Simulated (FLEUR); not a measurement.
# WC (Fm-3m) in FLEUR: a series of runs

One crystal, WC, is run at these levels: PBEsol; tasks: single point.

Everything below comes from runs of FLEUR MaX-R8.1 (later development tree). Logs are shortened: lines on timing, memory, paths and dates and some standing lists are left out, and cuts for length are marked.

**1. Starting point**

It takes space group Fm-3m (No. 225, cubic). The conventional cell has a = 4.385 Å, b = 4.385 Å, c = 4.385 Å, α = 90.00°, β = 90.00°, γ = 90.00°. W (site symmetry m-3m) is surrounded by 6 C at 2.19 Å. Around C (site symmetry m-3m) lie 6 W at 2.19 Å.

Measurements of this composition are mostly on another form, of space group No. 187.

**2. Single point, PBEsol**

File inp.xml:

```xml
<?xml version="1.0" encoding="UTF-8" standalone="no"?>
<fleurInput fleurInputVersion="0.39">
   <comment>
      WC                                                                                                  
   </comment>
   <calculationSetup>
      <cutoffs Kmax="5.33" Gmax="16.5" GmaxXC="16.5" numbands="0"/>
      <scfLoop itmax="60" minDistance="0.00001" maxIterBroyd="15" imix="Anderson" alpha="0.05" precondParam="0.0" spinf="2.0" sdNocoIR="T"/>
      <coreElectrons ctail="T" frcor="F" kcrel="0" coretail_lmax="0"/>
      <xcFunctional name="PBEs" relativisticCorrections="F"/>
      <magnetism jspins="1"/>
      <soc l_soc="F" theta="0.0" phi="0.0" spav="F"/>
      <expertModes spex="0" secvar="F"/>
      <geometryOptimization l_f="F" forcealpha="1.0" forcemix="BFGS" epsdisp="0.00001" epsforce="0.00001"/>
      <ldaU l_linMix="F" mixParam="0.05" spinf="1.0"/>
   </calculationSetup>
   <cell>
      <bzIntegration valenceElectrons="32.0" mode="hist" fermiSmearingEnergy="0.00183747">
         <kPointListSelection listName="default-1"/>
         <!-- k-points included here -->
         <xi:include xmlns:xi="http://www.w3.org/2001/XInclude" href="kpts.xml"> </xi:include>
      </bzIntegration>
      <!-- symmetry operations included here -->
      <xi:include xmlns:xi="http://www.w3.org/2001/XInclude" href="sym.xml"> </xi:include>
      <bulkLattice scale="1.0">
         <bravaisMatrix>
            <row-1>    0.0000000000000000     4.1435722377924256     4.1435722377924256</row-1>
            <row-2>    4.1435722377924256     0.0000000000000000     4.1435722377924256</row-2>
            <row-3>    4.1435722377924256     4.1435722377924256     0.0000000000000000</row-3>
         </bravaisMatrix>
      </bulkLattice>
   </cell>
   <atomSpecies>
      <species name="Tungsten (W)" element="W" atomicNumber="74">
         <mtSphere radius="2.18" gridPoints="783" logIncrement="0.017"/>
         <atomicCutoffs lmax="9" lnonsphr="9"/>
         <electronConfig flipSpins="F">
            <coreConfig>(1s1/2) (2s1/2) (2p1/2) (2p3/2) (3s1/2) (3p1/2) (3p3/2) (4s1/2) (3d3/2) (3d5/2) (4p1/2) (4p3/2) (4d3/2) (4d5/2)</coreConfig>
            <valenceConfig>(5s1/2) (5p1/2) (5p3/2) (6s1/2) (4f5/2) (4f7/2) (5d3/2) (5d5/2)</valenceConfig>
            <stateOccupation state="(5d3/2)" spinUp="0.800000" spinDown="0.800000"/>
            <stateOccupation state="(5d5/2)" spinUp="1.200000" spinDown="1.200000"/>
         </electronConfig>
         <energyParameters s="6" p="6" d="5" f="4"/>
         <lo type="SCLO" l="0" n="5" eDeriv="0"/>
         <lo type="SCLO" l="1" n="5" eDeriv="0"/>
         <lo type="SCLO" l="2" n="5" eDeriv="2"/>
         <lo type="SCLO" l="3" n="4" eDeriv="2"/>
      </species>
      <species name="Carbon (C)" element="C" atomicNumber="6">
         <mtSphere radius="1.35" gridPoints="487" logIncrement="0.021"/>
         <atomicCutoffs lmax="8" lnonsphr="8"/>
         <electronConfig flipSpins="F">
            <coreConfig>(1s1/2)</coreConfig>
            <valenceConfig>(2s1/2) (2p1/2) (2p3/2)</valenceConfig>
            <stateOccupation state="(2p1/2)" spinUp="0.333333" spinDown="0.333333"/>
            <stateOccupation state="(2p3/2)" spinUp="0.666667" spinDown="0.666667"/>
         </electronConfig>
         <energyParameters s="2" p="2" d="3" f="4"/>
         <lo type="SCLO" l="0" n="2" eDeriv="2"/>
         <lo type="SCLO" l="1" n="2" eDeriv="2"/>
         <lo type="SCLO" l="2" n="3" eDeriv="2"/>
      </species>
   </atomSpecies>
   <atomGroups>
      <atomGroup species="Tungsten (W)">
         <relPos label="                   1">.0000000000 .0000000000 .0000000000</relPos>
         <force calculate="T" relaxXYZ="TTT"/>
      </atomGroup>
      <atomGroup species="Carbon (C)">
         <relPos label="                   2">1.000/2.000 1.000/2.000 1.000/2.000</relPos>
         <force calculate="T" relaxXYZ="TTT"/>
      </atomGroup>
   </atomGroups>
   <output dos="F" band="F" slice="F">
      <checks vchk="F" cdinf="F"/>
      <bandDOS minEnergy="-.5*Htr" maxEnergy="0.5*Htr" sigma="0.015" storeEVData="T"/>
      <vacuumDOS vacdos="F" integ="F" star="F" nstars="0" locx1="0.0" locy1="0.0" locx2="0.0" locy2="0.0" nstm="0" tworkf="0.0"/>
      <unfoldingBand unfoldBand="F" supercellX="1" supercellY="1" supercellZ="1"/>
      <plotting iplot="0" polar="F">
         <plot TwoD="T" vec1="  1.0  0.0  0.0" vec2="  0.0  1.0  0.0" vec3="  0.0  0.0  1.0" zero="  0.0  0.0  0.0" file="plot"/>
      </plotting>
      <chargeDensitySlicing numkpt="0" minEigenval="0.0" maxEigenval="0.0" nnne="0" pallst="F"/>
      <specialOutput eonly="F"/>
      <moessbauerParams electricFieldGradient="T" isomerShift="T" coreHyperfine="T" valenceHyperfine="T"/>
      <magneticCircularDichroism mcd="F" energyLo="-10.0" energyUp="0.0"/>
   </output>
  <!-- We include the file relax.xml here to enable relaxations (see documentation) -->
  <xi:include xmlns:xi="http://www.w3.org/2001/XInclude" href="relax.xml"> <xi:fallback/> </xi:include>
</fleurInput>
```

File crystal.txt:

```
WC
&input cartesian=F /
0.0000000000  2.1926840000  2.1926840000
2.1926840000  0.0000000000  2.1926840000
2.1926840000  2.1926840000  0.0000000000
1.8897261246
1.0 1.0 1.0

2
74 0.0000000000  0.0000000000  0.0000000000
6 0.5000000000  0.5000000000  0.5000000000

&kpt div1=10 div2=10 div3=10 gamma=T /
```

Potentials or basis: all-electron, FLAPW.

Started as:

```sh
> inpgen -f crystal.txt -profile fastHighL
> # inp.xml edited to the form shown
> fleur_MPI
```

The log of the run:

```text
Welcome to FLEUR        (www.flapw.de)
      MaX-Release 8.1          (www.max-centre.eu)

 ========== k-point set info ==========
 Selected k-point list: default-1
 k-point list type: mesh
 10 x 10 x 10
 Number of k points: 47

 ------------Calculation Setup---------------------------
 Number of MPI-tasks      :            1
 Number of PE/node        :            1
 Number of OMP-threads    :            1
 Most efficient MPI parallelization for:
           1          47
 Additional eigenvalue parallelization possible
 Number of basis functions:          429
 Approximate size of matrices (H+S) per k-point:         0.003 GB
 --------------------------------------------------------
 Iteration:     1   Distance:      25.90030466 me/bohr^3
 Iteration:     2   Distance:      21.86443597 me/bohr^3
 Iteration:     3   Distance:       8.03492423 me/bohr^3
 Iteration:     4   Distance:       7.16284464 me/bohr^3
 Iteration:     5   Distance:       3.26078540 me/bohr^3
 Iteration:     6   Distance:       1.13107065 me/bohr^3
 Iteration:     7   Distance:       0.30929640 me/bohr^3
 Iteration:     8   Distance:       0.14278558 me/bohr^3
 Iteration:     9   Distance:       0.07672444 me/bohr^3
 Iteration:    10   Distance:       0.03084942 me/bohr^3
 Iteration:    11   Distance:       0.01870513 me/bohr^3
 Iteration:    12   Distance:       0.00353347 me/bohr^3
 Iteration:    13   Distance:       0.00190202 me/bohr^3
 Iteration:    14   Distance:       0.00004040 me/bohr^3
 Iteration:    15   Distance:       0.00001038 me/bohr^3
 Iteration:    16   Distance:       0.00000879 me/bohr^3

 ********************************************************************
 Run finished successfully
 Stop message:
   all done
 ********************************************************************
```

out.xml (last iteration):

```text
<iteration numberForCurrentRun="   16" overallNumber="   16">
         <energyParameters units="Htr">
            <atomicEP atomType="1" spin="1" branch="6s" branchLowest="-1.99" branchHighest="3.40" value="0.3097055483"/>
            <atomicEP atomType="1" spin="1" branch="6p" branchLowest="-0.55" branchHighest="4.61" value="0.4366535741"/>
            <atomicEP atomType="1" spin="1" branch="5d" branchLowest="-7.89" branchHighest="1.38" value="0.4868527107"/>
            <atomicEP atomType="1" spin="1" branch="4f" branchLowest="-9.99" branchHighest="-0.36" value="-0.3375265970"/>
            <loAtomicEP atomType="1" spin="1" branch="5s" branchLowest="-20.03" branchHighest="-1.99" value="-2.0538609220"/>
            <loAtomicEP atomType="1" spin="1" branch="5p" branchLowest="-14.67" branchHighest="-0.55" value="-0.7679326584"/>
            <loAtomicEP atomType="1" spin="1" branch="5d" branchLowest="-7.89" branchHighest="1.38" value="0.4843070307"/>
            <loAtomicEP atomType="1" spin="1" branch="4f" branchLowest="-9.99" branchHighest="-0.36" value="-0.3649587612"/>
            <atomicEP atomType="2" spin="1" branch="2s" branchLowest="-9.03" branchHighest="3.01" value="0.0048129407"/>
            <atomicEP atomType="2" spin="1" branch="2p" branchLowest="-9.99" branchHighest="2.57" value="0.2038442082"/>
            <atomicEP atomType="2" spin="1" branch="3d" branchLowest="-9.99" branchHighest="7.19" value="0.4090611241"/>
            <atomicEP atomType="2" spin="1" branch="4f" branchLowest="-9.99" branchHighest="11.87" value="0.5688987773"/>
            <loAtomicEP atomType="2" spin="1" branch="2s" branchLowest="-9.03" branchHighest="3.01" value="0.0048129407"/>
            <loAtomicEP atomType="2" spin="1" branch="2p" branchLowest="-9.99" branchHighest="2.57" value="0.2038299960"/>
            <loAtomicEP atomType="2" spin="1" branch="3d" branchLowest="-9.99" branchHighest="7.19" value="0.4090619161"/>
         </energyParameters>
         <eigenvalues>
            <eigenvaluesAt spin="1" ikpt="1" k_x="0.00000000" k_y="0.00000000" k_z="0.00000000">
                      -2.0546668744       -0.7316494958       -0.7316494958       -0.7316494958       -0.3727914414
                      -0.3727914414       -0.3727914414       -0.3721553141       -0.3716467960       -0.3716467960
                      -0.3716467960        0.1332966669        0.6116616191        0.6116616191        0.6116616191
                       0.6756979816        0.6756979816        0.6756979816        0.6774714492        0.6774714492
                       0.9508260470        1.0671387858        1.5639514915        1.5639514915        1.5639514915
            </eigenvaluesAt>
            <eigenvaluesAt spin="1" ikpt="2" k_x="0.00000000" k_y="0.00000000" k_z="0.10000000">
                      -2.0545366758       -0.7338218102       -0.7318823278       -0.7318823278       -0.3728025723
                      -0.3727444930       -0.3727444930       -0.3721130763       -0.3717106764       -0.3717106764
                      -0.3716436113        0.1436126981        0.5786470852        0.5954837343        0.5954837343
                       0.6346599176        0.6346599176        0.6883191665        0.7547993905        0.7547993905
[... 52 lines left out ...]
            <coreIsomerShift atomType="1" isTotal="1514963.97383">
               <shell n="1" l="0" isomerShift="1267977.92906"/>
               <shell n="2" l="0" isomerShift="181545.22451"/>
               <shell n="2" l="1" isomerShift="11075.81732"/>
               <shell n="3" l="0" isomerShift="40801.99629"/>
               <shell n="3" l="1" isomerShift="2781.52213"/>
               <shell n="4" l="0" isomerShift="10107.77554"/>
               <shell n="3" l="2" isomerShift="0.00108"/>
               <shell n="4" l="1" isomerShift="673.70763"/>
               <shell n="4" l="2" isomerShift="0.00027"/>
            </coreIsomerShift>
            <coreIsomerShift atomType="2" isTotal="123.10587">
               <shell n="1" l="0" isomerShift="123.10587"/>
            </coreIsomerShift>
            <isomerShift atomType="1" nucleusRadius="0.0001343" averageDensity="1516824.74820"/>
            <isomerShift atomType="2" nucleusRadius="0.0000541" averageDensity="127.76915"/>
            <electricFieldGradient atomType="1" VXX="0.00000" VYY="0.00000" VZZ="0.00000" asymParam="0.00000">
            </electricFieldGradient>
            <electricFieldGradient atomType="2" VXX="0.00000" VYY="0.00000" VZZ="0.00000" asymParam="0.00000">
            </electricFieldGradient>
         </moessbauerParams>
         <totalEnergy                                    value="   -16199.3369404081" units="Htr">
            <sumOfEigenvalues                            value="    -9891.5463500943">
               <coreElectrons value="-9882.5265334604"/>
               <valenceElectrons value="-9.0198166339"/>
            </sumOfEigenvalues>
            <densityCoulombPotentialIntegral value="-27709.2720099667"/>
            <densityEffectivePotentialIntegral value="-28138.3801114358"/>
            <chargeDenXCDenIntegral value="-325.8804665983"/>
            <FockExchangeEnergyValence value="0.0000000000"/>
            <FockExchangeEnergyCore value="0.0000000000"/>
            <atomTypeDependentContributions atomType="1">
               <electronNucleiInteractionDifferentMTs value="20150.2248713268"/>
               <MadelungTerm value="-68.7568440398"/>
            </atomTypeDependentContributions>
            <atomTypeDependentContributions atomType="2">
               <electronNucleiInteractionDifferentMTs value="41.2436077433"/>
               <MadelungTerm value="-5.4289070580"/>
            </atomTypeDependentContributions>
            <tkbTimesEntropy value="0.0002335453"/>
            <freeEnergy value="-16199.3371739534"/>
            <extrapolationTo0K value="-16199.3370571808"/>
         </totalEnergy>
         <densityConvergence units="me/bohr^3">
            <chargeDensity spin="1" distance="0.0000087862"/>
         </densityConvergence>
      </iteration>
```

Wall time 46 s (1 thread of Arm Neoverse V2, shared host); peak memory 0.06 GiB.

Results:

| Property | Result |
| --- | --- |
| Free energy | -440806.4208 eV |
| Band gap on the k mesh | none (metal or under the smearing width) |
| Valence electrons inside the program's atomic spheres | W 24.85; C 1.97 (radii W 2.18, C 1.35 bohr) |

Core levels (eV from the Fermi level):
```
atom                                                                                                                                                                                                           levels
 1 W  1s1/2 -69371.4, 2s1/2 -11962.7, 2p1/2 -11439.5, 2p3/2 -10087.3, 3s1/2 -2752.1, 3p1/2 -2519.2, 3p3/2 -2226.8, 4s1/2 -564.6, 3d3/2 -1834.8, 3d5/2 -1771.2, 4p1/2 -468.1, 4p3/2 -400.2, 4d3/2 -241.7, 4d5/2 -229.2
 2 C                                                                                                                                                                                                     1s1/2 -265.3
```

**3. Single point, PBEsol**

This run uses another cell than the first one, of 10.02 Å³/atom, 0.950 times its volume.

Edit inp.xml of step 2 so:

```diff
@@ -26,5 +26,5 @@
          <bravaisMatrix>
-            <row-1>    0.0000000000000000     4.1435722377924256     4.1435722377924256</row-1>
-            <row-2>    4.1435722377924256     0.0000000000000000     4.1435722377924256</row-2>
-            <row-3>    4.1435722377924256     4.1435722377924256     0.0000000000000000</row-3>
+            <row-1>    0.0000000000000000     4.0733286297276283     4.0733286297276283</row-1>
+            <row-2>    4.0733286297276283     0.0000000000000000     4.0733286297276283</row-2>
+            <row-3>    4.0733286297276283     4.0733286297276283     0.0000000000000000</row-3>
          </bravaisMatrix>
@@ -34,3 +34,3 @@
       <species name="Tungsten (W)" element="W" atomicNumber="74">
-         <mtSphere radius="2.18" gridPoints="783" logIncrement="0.017"/>
+         <mtSphere radius="2.18" gridPoints="771" logIncrement="0.017"/>
          <atomicCutoffs lmax="9" lnonsphr="9"/>
@@ -49,3 +49,3 @@
       <species name="Carbon (C)" element="C" atomicNumber="6">
-         <mtSphere radius="1.35" gridPoints="487" logIncrement="0.021"/>
+         <mtSphere radius="1.35" gridPoints="477" logIncrement="0.021"/>
          <atomicCutoffs lmax="8" lnonsphr="8"/>
```

File crystal.txt:

```
WC
&input cartesian=F /
0.0000000000  2.1555126834  2.1555126834
2.1555126834  0.0000000000  2.1555126834
2.1555126834  2.1555126834  0.0000000000
1.8897261246
1.0 1.0 1.0

2
74 0.0000000000  0.0000000000  0.0000000000
6 0.5000000000  0.5000000000  0.5000000000

&kpt div1=10 div2=10 div3=10 gamma=T /
```

Potentials or basis: all-electron, FLAPW.

Started as:

```sh
> inpgen -f crystal.txt -profile fastHighL
> # inp.xml edited to the form shown
> fleur_MPI
```

Wall time 45 s (1 thread of Arm Neoverse V2, shared host); peak memory 0.06 GiB.

It converged, with:

* Free energy: -440806.4249 eV
* Band gap on the k mesh: none (metal or under the smearing width)
* Valence electrons inside the program's atomic spheres: W 24.93; C 2.01 (radii W 2.18, C 1.35 bohr)

Levels at points of the mesh, in eV from the Fermi level:
```tsv
k point	band 14	band 15	band 16	band 17	band 18	band 19
(0.00, 0.00, 0.00)	-3.02	-3.02	-1.17	-1.17	-1.17	-1.08
(0.00, 0.00, 0.50)	-7.01	-7.01	1.10	1.10	2.48	4.93
(0.00, 0.50, 0.50)	-5.75	-2.60	-2.60	0.89	2.44	2.44
```

Core levels (eV from the Fermi level):
| atom | levels |
| --- | --- |
| 1 W | 1s1/2 -69371.3, 2s1/2 -11962.6, 2p1/2 -11439.4, 2p3/2 -10087.3, 3s1/2 -2752.0, 3p1/2 -2519.1, 3p3/2 -2226.7, 4s1/2 -564.5, 3d3/2 -1834.7, 3d5/2 -1771.1, 4p1/2 -468.0, 4p3/2 -400.2, 4d3/2 -241.7, 4d5/2 -229.2 |
| 2 C | 1s1/2 -265.3 |
